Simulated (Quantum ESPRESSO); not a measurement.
# InP: equation of state with PBE

**Experimental background.**

From a printed reference work, data compilation, for a bulk crystal of InP: bulk modulus 71 GPa.

The system is InP.

```
CELL_PARAMETERS angstrom
0.00000 2.93050 2.93050
2.93050 0.00000 2.93050
2.93050 2.93050 0.00000
ATOMIC_POSITIONS crystal
In 0.00000 0.00000 0.00000
P 0.75000 0.75000 0.75000
```

```
Program             : Quantum ESPRESSO 7.5
Task                : equation of state
Functional          : PBE
Potentials or basis : PseudoDojo 0.5 SR PBE standard
Cutoff              : 952 eV
Density cutoff      : 3810 eV
k mesh              : 8 × 8 × 8
Occupations         : fermi-dirac, width 0.05 eV
Spin                : no spin polarisation
Mixing beta         : 0.5
Most SCF iterations : 120
SCF threshold       : 4e-10 Ry
```

```json
{
  "Equilibrium volume": "26.48 Å³/atom",
  "Bulk modulus": "60 GPa",
  "Pressure derivative of the bulk modulus": "4.6"
}
```

Energy against volume, from the lowest point:
```
volume (Å³/atom)  energy (meV/atom)
          23.657              68.85
          24.160              44.61
          24.663              26.20
          25.167              13.05
          25.670               4.61
          26.173               0.41
          26.677               0.00
```

All runs of the series together: 2.9 min on 1 thread of Intel(R) Xeon(R) 6975P-C (Granite Rapids), on a shared host.

A measured bulk modulus of InP is 71 GPa (a printed reference work, data compilation); the calculated 60 GPa misses it by -16.0 %. The fit is for a static lattice scaled at fixed shape and fixed fractional positions.

PBE usually gives volumes a little too large and moduli too small.
